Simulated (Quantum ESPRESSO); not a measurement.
# TaN (Fm-3m) in Quantum ESPRESSO: a series of runs

One crystal, TaN, is run at these levels: rev-vdW-DF2; tasks: single point, equation of state.

All numbers are computed with Quantum ESPRESSO 7.5; they aren't measurements. Logs are shortened: lines on timing, memory, paths and dates and some standing lists are left out, and cuts for length are marked.

### Step 1. Starting point

It takes space group Fm-3m (No. 225, cubic). The conventional cell has a = 4.423 Å, b = 4.423 Å, c = 4.423 Å, α = 90.00°, β = 90.00°, γ = 90.00°. Ta (site symmetry m-3m) has 6 N at 2.21 Å as nearest neighbours. Around N (site symmetry m-3m) lie 6 Ta at 2.21 Å.

The cell comes from a database or a generator and needn't be the stable form of this composition.

### Step 2. Single point, rev-vdW-DF2, 10.16 Å³/atom

The input, pw.in:

```
&CONTROL
  calculation = 'scf'
  prefix = 'pwscf'
  outdir = './tmp'
  pseudo_dir = './pseudo'
  tprnfor = .true.
  tstress = .true.
  disk_io = 'nowf'
/
&SYSTEM
  ibrav = 0
  nat = 2
  ntyp = 2
  ecutwfc = 84
  nbnd = 15
  input_dft = 'vdw-df2-b86r'
  occupations = 'smearing'
  smearing = 'fd'
  degauss = 0.00367493
/
&ELECTRONS
  conv_thr = 4d-10
  electron_maxstep = 120
  mixing_beta = 0.5
/
ATOMIC_SPECIES
Ta   180.9479 Ta.upf
N     14.0070 N.upf
CELL_PARAMETERS angstrom
   0.0000000000    2.1661812927    2.1661812927
   2.1661812927    0.0000000000    2.1661812927
   2.1661812927    2.1661812927    0.0000000000
ATOMIC_POSITIONS crystal
Ta     0.5000000000    0.5000000000    0.5000000000
N      0.0000000000    0.0000000000    0.0000000000
K_POINTS automatic
10 10 10 0 0 0
```

Potentials or basis: PseudoDojo 0.4.1 SR PBE standard.

Launch:

```
$ OMP_NUM_THREADS=1 pw.x -in pw.in > pw.out
```

pw.out:

```text
This program is part of the open-source Quantum ESPRESSO suite
     for quantum simulation of materials; please cite
         "P. Giannozzi et al., J. Phys.:Condens. Matter 21 395502 (2009);
         "P. Giannozzi et al., J. Phys.:Condens. Matter 29 465901 (2017);
         "P. Giannozzi et al., J. Chem. Phys. 152 154105 (2020);
     in publications or presentations arising from this work. More details at

     IMPORTANT: XC functional enforced from input :
     Exchange-correlation= VDW-DF2-B86R
                           (   1   4  26   0   2   0   0)
     Any further DFT definition will be discarded
     Please, verify this is what you really want

     Message from routine setup:
     using ibrav=0 with symmetry is DISCOURAGED, use correct ibrav instead

     G-vector sticks info
     --------------------
     sticks:   dense  smooth     PW     G-vecs:    dense   smooth      PW
     Sum         769     769    241                14211    14211    2421

     Using Slab Decomposition

     bravais-lattice index     =            0
     lattice parameter (alat)  =       5.7891  a.u.
     unit-cell volume          =     137.1864 (a.u.)^3
     number of atoms/cell      =            2
     number of atomic types    =            2
     number of electrons       =        18.00
     number of Kohn-Sham states=           15
     kinetic-energy cutoff     =      84.0000  Ry
     charge density cutoff     =     336.0000  Ry
     scf convergence threshold =      4.0E-10
     mixing beta               =       0.5000
     number of iterations used =            8  plain     mixing
     Exchange-correlation= VDW-DF2-B86R
                           (   1   4  26   0   2   0   0)

     celldm(1)=   5.789068  celldm(2)=   0.000000  celldm(3)=   0.000000
     celldm(4)=   0.000000  celldm(5)=   0.000000  celldm(6)=   0.000000

     crystal axes: (cart. coord. in units of alat)
               a(1) = (   0.000000   0.707107   0.707107 )
               a(2) = (   0.707107   0.000000   0.707107 )
               a(3) = (   0.707107   0.707107   0.000000 )

     reciprocal axes: (cart. coord. in units 2 pi/alat)
               b(1) = ( -0.707107  0.707107  0.707107 )
               b(2) = (  0.707107 -0.707107  0.707107 )
               b(3) = (  0.707107  0.707107 -0.707107 )

     PseudoPot. # 1 for Ta read from file:
     Ta.upf
     Pseudo is Norm-conserving + core correction, Zval = 13.0
     Generated using ONCVPSP code by D. R. Hamann
     Using radial grid of 1450 points,  8 beta functions with:
                l(1) =   0
                l(2) =   0
                l(3) =   1
                l(4) =   1
                l(5) =   2
                l(6) =   2
                l(7) =   3
                l(8) =   3

     PseudoPot. # 2 for N  read from file:
     N.upf
     Pseudo is Norm-conserving + core correction, Zval =  5.0
     Generated using ONCVPSP code by D. R. Hamann
     Using radial grid of 1058 points,  4 beta functions with:
                l(1) =   0
                l(2) =   0
                l(3) =   1
                l(4) =   1

     atomic species   valence    mass     pseudopotential
     Ta               13.00   180.94790     Ta( 1.00)
     N                 5.00    14.00700     N ( 1.00)

     48 Sym. Ops., with inversion, found

   Cartesian axes

     site n.     atom                  positions (alat units)
         1        Ta     tau(   1) = (   0.7071068   0.7071068   0.7071068  )
         2        N      tau(   2) = (   0.0000000   0.0000000   0.0000000  )

     number of k points=    47  Fermi-Dirac smearing, width (Ry)=  0.0037
                       cart. coord. in units 2pi/alat
        k(    1) = (   0.0000000   0.0000000   0.0000000), wk =   0.0020000
        k(    2) = (   0.0707107   0.0707107  -0.0707107), wk =   0.0160000
        k(    3) = (   0.1414214   0.1414214  -0.1414214), wk =   0.0160000
        k(    4) = (   0.2121320   0.2121320  -0.2121320), wk =   0.0160000
        k(    5) = (   0.2828427   0.2828427  -0.2828427), wk =   0.0160000
        k(    6) = (  -0.3535534  -0.3535534   0.3535534), wk =   0.0080000
[... 39 lines left out ...]
        k(   46) = (  -0.0707107  -0.3535534   0.6363961), wk =   0.0480000
        k(   47) = (  -0.7071068   0.2828427   0.0000000), wk =   0.0240000

     Dense  grid:    14211 G-vectors     FFT dimensions: (  36,  36,  36)

     Initial potential from superposition of free atoms

     starting charge      17.9991, renormalised to      18.0000

     %%%%%%%%%%%%%%%%%%%%%%%%%%%%%%%%%%%%%%%%%%%%%%%%%%%%%%%%%%%%%%%%%%%%%%%%
     %                                                                      %
     % You are using vdW-DF, which was implemented by the Thonhauser group. %
     % Please cite the following two papers that made this development      %
     % possible and the two reviews that describe the various versions:     %
     %                                                                      %
     %   T. Thonhauser et al., PRL 115, 136402 (2015).                      %
     %   T. Thonhauser et al., PRB 76, 125112 (2007).                       %
     %   K. Berland et al., Rep. Prog. Phys. 78, 066501 (2015).             %
     %   D.C. Langreth et al., J. Phys.: Condens. Matter 21, 084203 (2009). %
     %                                                                      %
     % If you are calculating stress with vdW-DF, please also cite:         %
     %                                                                      %
     %   R. Sabatini et al., J. Phys.: Condens. Matter 24, 424209 (2012).   %
     %                                                                      %
     %%%%%%%%%%%%%%%%%%%%%%%%%%%%%%%%%%%%%%%%%%%%%%%%%%%%%%%%%%%%%%%%%%%%%%%%

     %%%%%%%%%%%%%%%%%%%%%%%%%%%%%%%%%%%%%%%%%%%%%%%%%%%%%%%%%%%%%%%%%%%%%%%%
     %                                                                      %
     %  vdW-DF NEWS:                                                        %
     %                                                                      %
     %  * vdW-DF3 is now available. DOI: 10.1021/acs.jctc.0c00471           %
     %    use with input_dft = 'vdW-DF3-opt1' or 'vdW-DF3-opt2'             %
     %                                                                      %
[... 42 lines left out ...]
     Davidson diagonalization with overlap
     ethr =  1.29E-05,  avg # of iterations =  1.0
[... 22 lines left out ...]
     total energy              =    -151.17264644 Ry
     estimated scf accuracy    <       0.00000008 Ry

     iteration #  9     ecut=    84.00 Ry     beta= 0.50
     Davidson diagonalization with overlap
     ethr =  4.33E-10,  avg # of iterations =  2.0

     total energy              =    -151.17264646 Ry
     estimated scf accuracy    <          4.0E-09 Ry

     iteration # 10     ecut=    84.00 Ry     beta= 0.50
     Davidson diagonalization with overlap
     ethr =  2.23E-11,  avg # of iterations =  1.9

     total energy              =    -151.17264646 Ry
     estimated scf accuracy    <          2.9E-09 Ry

     iteration # 11     ecut=    84.00 Ry     beta= 0.50
     Davidson diagonalization with overlap
     ethr =  1.62E-11,  avg # of iterations =  1.4

     End of self-consistent calculation

          k = 0.0000 0.0000 0.0000 (  1807 PWs)   bands (ev):

   -46.8865 -13.1193 -13.1193 -13.1193   3.3555  18.5610  18.5610  18.5610
    20.2718  20.2718  20.2718  22.6021  22.6021  24.4707  31.7815

          k = 0.0707 0.0707-0.0707 (  1798 PWs)   bands (ev):

   -46.8798 -13.2243 -13.1284 -13.1284   3.6158  17.4319  17.7729  17.7729
    20.6500  20.6500  20.7396  23.5724  23.5724  25.1564  32.5479

          k = 0.1414 0.1414-0.1414 (  1805 PWs)   bands (ev):

   -46.8623 -13.4902 -13.1524 -13.1524   4.3231  15.5582  16.5203  16.5203
    21.3348  21.5073  21.5073  25.5664  25.5664  26.6068  34.3675

          k = 0.2121 0.2121-0.2121 (  1796 PWs)   bands (ev):

   -46.8406 -13.8023 -13.1816 -13.1816   5.2854  13.7670  15.4877  15.4877
    22.2033  22.7103  22.7103  27.7445  27.7445  27.7743  35.1922

          k = 0.2828 0.2828-0.2828 (  1784 PWs)   bands (ev):

   -46.8230 -14.0430 -13.2051 -13.2051   6.2113  12.3785  14.8343  14.8343
    23.5125  23.9386  23.9386  27.5350  29.6245  29.6245  34.7702

          k =-0.3536-0.3536 0.3536 (  1772 PWs)   bands (ev):

   -46.8162 -14.1325 -13.2140 -13.2140   6.6376  11.8058  14.6120  14.6120
    24.5142  24.5142  24.6208  26.5622  30.5077  30.5077  34.8289

          k = 0.1414-0.0000 0.0000 (  1800 PWs)   bands (ev):
[... 99 lines left out ...]
          k =-0.0000-0.4243 0.4243 (  1786 PWs)   bands (ev):

   -46.8041 -13.8408 -13.6443 -13.2750   5.8228  13.2811  15.1903  15.5518
    22.8616  23.8669  23.9374  26.4911  30.2070  32.3580  33.5021

          k = 0.5657-0.0000 0.0000 (  1756 PWs)   bands (ev):

   -46.8020 -13.9093 -13.4226 -13.4226   4.7263  15.0874  17.0002  17.6759
    17.6759  24.5315  26.0547  26.0547  27.0134  30.8647  32.7375

          k =-0.0707-0.6364 0.6364 (  1768 PWs)   bands (ev):

   -46.7953 -13.9396 -13.4887 -13.4317   4.7559  15.5515  16.2541  17.3643
    18.3260  25.3582  26.0032  26.0623  27.6492  30.2477  32.2268

          k = 0.0000-0.5657 0.5657 (  1764 PWs)   bands (ev):

   -46.7939 -13.8815 -13.6170 -13.3984   5.0580  15.1631  15.6870  16.5593
    19.4306  25.4547  25.5637  26.9673  27.6899  30.8482  32.8174

          k =-0.7071 0.0000 0.0000 (  1772 PWs)   bands (ev):

   -46.7931 -13.9766 -13.4541 -13.4541   4.5872  15.8492  16.7584  17.7962
    17.7962  24.7845  26.2659  26.2659  27.5321  29.8693  31.7601

          k = 0.2828 0.1414 0.0000 (  1790 PWs)   bands (ev):

   -46.8484 -13.5751 -13.2755 -13.1822   4.7144  14.4022  16.3382  16.7490
    20.0526  22.9441  23.3723  24.1557  26.2837  29.1659  35.7392

          k = 0.3536 0.2121-0.0707 (  1787 PWs)   bands (ev):

   -46.8295 -13.7875 -13.3488 -13.2128   5.3669  13.5675  15.4571  16.0555
    20.7765  23.6465  24.5279  25.4988  27.8673  30.3060  35.1989

          k =-0.2828-0.4243 0.5657 (  1782 PWs)   bands (ev):

   -46.8141 -13.9621 -13.3850 -13.2514   5.9218  12.9270  15.0040  15.4407
    21.8480  24.4514  24.6643  27.2256  29.0515  30.8084  33.8411

          k =-0.2121-0.3536 0.4950 (  1780 PWs)   bands (ev):

   -46.8082 -14.0284 -13.3938 -13.2700   6.1434  12.6709  15.0332  15.0519
    23.0247  23.5841  25.0254  28.1676  29.7163  30.6214  33.5406

          k = 0.4243 0.1414-0.0000 (  1779 PWs)   bands (ev):

   -46.8223 -13.7727 -13.3849 -13.2993   5.1193  13.9174  16.3734  16.3922
    19.3633  24.5962  24.8667  25.2807  26.9115  31.1919  34.9816

          k =-0.2121-0.4950 0.6364 (  1784 PWs)   bands (ev):

   -46.8083 -13.8753 -13.4721 -13.3355   5.4133  13.9144  15.5604  16.0036
    20.2565  24.8864  25.3780  26.2029  28.4018  31.3986  33.2409

          k =-0.1414-0.4243 0.5657 (  1778 PWs)   bands (ev):
[... 9 lines left out ...]
          k = 0.0000-0.2828 0.4243 (  1785 PWs)   bands (ev):

   -46.8141 -13.8435 -13.5019 -13.2536   5.6718  13.3481  15.2083  15.7554
    21.5788  24.4000  24.4657  25.7533  29.3624  31.1520  34.0402

          k =-0.1414-0.5657 0.7071 (  1775 PWs)   bands (ev):

   -46.8011 -13.8921 -13.4725 -13.4156   4.9749  14.9029  16.1954  16.5753
    19.0702  25.2893  25.6531  26.0010  27.7810  30.9500  32.8042

          k =-0.0707-0.4950 0.6364 (  1781 PWs)   bands (ev):

   -46.7952 -13.8688 -13.5886 -13.4234   5.1639  14.9889  15.6502  16.1119
    20.0504  24.6066  26.0436  26.6286  28.0050  31.3412  33.0659

          k = 0.0000-0.4243 0.5657 (  1781 PWs)   bands (ev):

   -46.7960 -13.7576 -13.7453 -13.3767   5.4731  14.2033  15.5779  15.6864
    21.3953  23.5729  25.6662  27.1574  28.3227  32.6279  34.0835

          k =-0.7071 0.1414 0.0000 (  1774 PWs)   bands (ev):

   -46.7931 -13.9283 -13.5057 -13.4653   4.8262  15.7617  16.1204  16.5840
    19.0280  25.4477  25.7136  26.2709  27.8140  30.3787  32.3692

          k =-0.1414-0.4243 0.7071 (  1799 PWs)   bands (ev):

   -46.7988 -13.8391 -13.6013 -13.3947   5.4393  14.2513  15.5611  15.6771
    21.2252  23.7194  25.8546  26.4187  28.7314  32.2082  33.4808

          k =-0.0707-0.3536 0.6364 (  1778 PWs)   bands (ev):

   -46.7952 -13.7914 -13.6736 -13.4287   5.4504  14.3587  15.5468  15.6331
    22.3234  22.4005  26.0527  27.2098  27.8086  33.0434  34.0155

          k =-0.7071 0.2828 0.0000 (  1770 PWs)   bands (ev):

   -46.7930 -13.8004 -13.6390 -13.4834   5.2604  15.0306  15.6190  15.6704
    21.1295  23.4656  26.2789  26.7126  27.5884  32.4755  33.9450

     the Fermi energy is    22.5233 ev

!    total energy              =    -151.17264646 Ry
     estimated scf accuracy    <          3.0E-11 Ry
     smearing contrib. (-TS)   =      -0.00040633 Ry
     internal energy E=F+TS    =    -151.17224012 Ry

     The total energy is F=E-TS. E is the sum of the following terms:
     one-electron contribution =      -3.61756166 Ry
     hartree contribution      =      14.45631479 Ry
     xc contribution           =     -36.06361416 Ry
     ewald contribution        =    -125.94737910 Ry

     convergence has been achieved in  11 iterations

     Forces acting on atoms (cartesian axes, Ry/au):

     atom    1 type  1   force =     0.00000000    0.00000000    0.00000000
     atom    2 type  2   force =     0.00000000    0.00000000   -0.00000000

     Total force =     0.000000     Total SCF correction =     0.000000

     Computing stress (Cartesian axis) and pressure

          total   stress  (Ry/bohr**3)                   (kbar)     P=      175.45
   0.00119268  -0.00000000  -0.00000000          175.45       -0.00       -0.00
  -0.00000000   0.00119268  -0.00000000           -0.00      175.45       -0.00
  -0.00000000  -0.00000000   0.00119268           -0.00       -0.00      175.45

=------------------------------------------------------------------------------=
   JOB DONE.
=------------------------------------------------------------------------------=
```

Wall time 84 s (1 thread of Arm Neoverse V1, shared host); peak memory 0.09 GiB.

What came out:

| Property | Result |
| --- | --- |
| Free energy | -2056.8086 eV |
| Pressure | 17.5 GPa |
| Band gap on the k mesh | none (metal or under the smearing width) |

Caveat: the potentials were made for another functional, which shifts forces and pressure.

### Step 3. Single point, rev-vdW-DF2, 10.38 Å³/atom

Edit pw.in of step 2 so:

```diff
@@ -29,5 +29,5 @@
 CELL_PARAMETERS angstrom
-   0.0000000000    2.1661812927    2.1661812927
-   2.1661812927    0.0000000000    2.1661812927
-   2.1661812927    2.1661812927    0.0000000000
+   0.0000000000    2.1814365931    2.1814365931
+   2.1814365931    0.0000000000    2.1814365931
+   2.1814365931    2.1814365931    0.0000000000
 ATOMIC_POSITIONS crystal
```

Potentials or basis: PseudoDojo 0.4.1 SR PBE standard.

Launch:

```
$ OMP_NUM_THREADS=1 pw.x -in pw.in > pw.out
```

Run time: 84 s. Hardware: 1 thread of Arm Neoverse V1, shared host; peak memory 0.09 GiB.

Results (log left out):

```yaml
Free_energy: -2056.8446 eV
Pressure: 9.2 GPa
Band_gap_on_the_k_mesh: none (metal or under the smearing width)
```

Caveat: the potentials were made for another functional, which shifts forces and pressure.

### Step 4. Single point, rev-vdW-DF2, 10.60 Å³/atom

Edit pw.in of step 3 so:

```diff
@@ -29,5 +29,5 @@
 CELL_PARAMETERS angstrom
-   0.0000000000    2.1814365931    2.1814365931
-   2.1814365931    0.0000000000    2.1814365931
-   2.1814365931    2.1814365931    0.0000000000
+   0.0000000000    2.1964814589    2.1964814589
+   2.1964814589    0.0000000000    2.1964814589
+   2.1964814589    2.1964814589    0.0000000000
 ATOMIC_POSITIONS crystal
```

Launch:

```
$ OMP_NUM_THREADS=1 pw.x -in pw.in > pw.out
```

Run time: 85 s. Hardware: 1 thread of Arm Neoverse V1, shared host; peak memory 0.09 GiB.

It converged, with:

| Property | Result |
| --- | --- |
| Free energy | -2056.8592 eV |
| Pressure | 1.8 GPa |
| Band gap on the k mesh | none (metal or under the smearing width) |

Caveat: the potentials were made for another functional, which shifts forces and pressure.

### Step 5. Single point, rev-vdW-DF2, 10.81 Å³/atom

Edit pw.in of step 4 so:

```diff
@@ -29,5 +29,5 @@
 CELL_PARAMETERS angstrom
-   0.0000000000    2.1964814589    2.1964814589
-   2.1964814589    0.0000000000    2.1964814589
-   2.1964814589    2.1964814589    0.0000000000
+   0.0000000000    2.2113230000    2.2113230000
+   2.2113230000    0.0000000000    2.2113230000
+   2.2113230000    2.2113230000    0.0000000000
 ATOMIC_POSITIONS crystal
```

Launch:

```
$ OMP_NUM_THREADS=1 pw.x -in pw.in > pw.out
```

Run time: 85 s. Hardware: 1 thread of Arm Neoverse V1, shared host; peak memory 0.09 GiB.

Results (log left out):

| Property | Result |
| --- | --- |
| Free energy | -2056.8548 eV |
| Pressure | -4.9 GPa |
| Band gap on the k mesh | none (metal or under the smearing width) |

Caveat: the potentials were made for another functional, which shifts forces and pressure.

### Step 6. Single point, rev-vdW-DF2, 11.03 Å³/atom

Edit pw.in of step 5 so:

```diff
@@ -29,5 +29,5 @@
 CELL_PARAMETERS angstrom
-   0.0000000000    2.2113230000    2.2113230000
-   2.2113230000    0.0000000000    2.2113230000
-   2.2113230000    2.2113230000    0.0000000000
+   0.0000000000    2.2259679500    2.2259679500
+   2.2259679500    0.0000000000    2.2259679500
+   2.2259679500    2.2259679500    0.0000000000
 ATOMIC_POSITIONS crystal
```

Potentials or basis: PseudoDojo 0.4.1 SR PBE standard.

Launch:

```
$ OMP_NUM_THREADS=1 pw.x -in pw.in > pw.out
```

Run time: 86 s. Hardware: 1 thread of Arm Neoverse V1, shared host; peak memory 0.09 GiB.

The run converged. Its results:

| Property | Result |
| --- | --- |
| Free energy | -2056.8333 eV |
| Pressure | -10.9 GPa |
| Band gap on the k mesh | none (metal or under the smearing width) |

Caveat: the potentials were made for another functional, which shifts forces and pressure.

### Step 7. Single point, rev-vdW-DF2, 11.25 Å³/atom

Edit pw.in of step 6 so:

```diff
@@ -29,5 +29,5 @@
 CELL_PARAMETERS angstrom
-   0.0000000000    2.2259679500    2.2259679500
-   2.2259679500    0.0000000000    2.2259679500
-   2.2259679500    2.2259679500    0.0000000000
+   0.0000000000    2.2404226923    2.2404226923
+   2.2404226923    0.0000000000    2.2404226923
+   2.2404226923    2.2404226923    0.0000000000
 ATOMIC_POSITIONS crystal
```

Launch:

```
$ OMP_NUM_THREADS=1 pw.x -in pw.in > pw.out
```

Wall time 85 s (1 thread of Arm Neoverse V1, shared host); peak memory 0.09 GiB.

It converged, with:

- Free energy: -2056.7965 eV
- Pressure: -16.3 GPa
- Band gap on the k mesh: none (metal or under the smearing width)

Caveat: the potentials were made for another functional, which shifts forces and pressure.

### Step 8. Single point, rev-vdW-DF2, 11.46 Å³/atom

Edit pw.in of step 7 so:

```diff
@@ -29,5 +29,5 @@
 CELL_PARAMETERS angstrom
-   0.0000000000    2.2404226923    2.2404226923
-   2.2404226923    0.0000000000    2.2404226923
-   2.2404226923    2.2404226923    0.0000000000
+   0.0000000000    2.2546932853    2.2546932853
+   2.2546932853    0.0000000000    2.2546932853
+   2.2546932853    2.2546932853    0.0000000000
 ATOMIC_POSITIONS crystal
```

Launch:

```
$ OMP_NUM_THREADS=1 pw.x -in pw.in > pw.out
```

Run time: 87 s. Hardware: 1 thread of Arm Neoverse V1, shared host; peak memory 0.09 GiB.

The run converged. Its results:

```yaml
Free_energy: -2056.7460 eV
Pressure: -21.1 GPa
Band_gap_on_the_k_mesh: none (metal or under the smearing width)
```

Caveat: the potentials were made for another functional, which shifts forces and pressure.

### Step 9. Equation of state, rev-vdW-DF2

Potentials or basis: PseudoDojo 0.4.1 SR PBE standard.

This step only gathers the single runs of the series.

Results:

```yaml
Equilibrium_volume: 10.65 Å³/atom
Bulk_modulus: 338 GPa
Pressure_derivative_of_the_bulk_modulus: 4.4
```

Energy against volume, from the lowest point:
| volume (Å³/atom) | energy (meV/atom) |
| --- | --- |
| 10.164 | 25.30 |
| 10.381 | 7.33 |
| 10.597 | 0.00 |
| 10.813 | 2.21 |
| 11.030 | 12.96 |
| 11.246 | 31.36 |
| 11.462 | 56.61 |

Caveat: the potentials were made for another functional, which shifts forces and pressure. Spin-orbit coupling is left out, which matters for the levels of Ta.
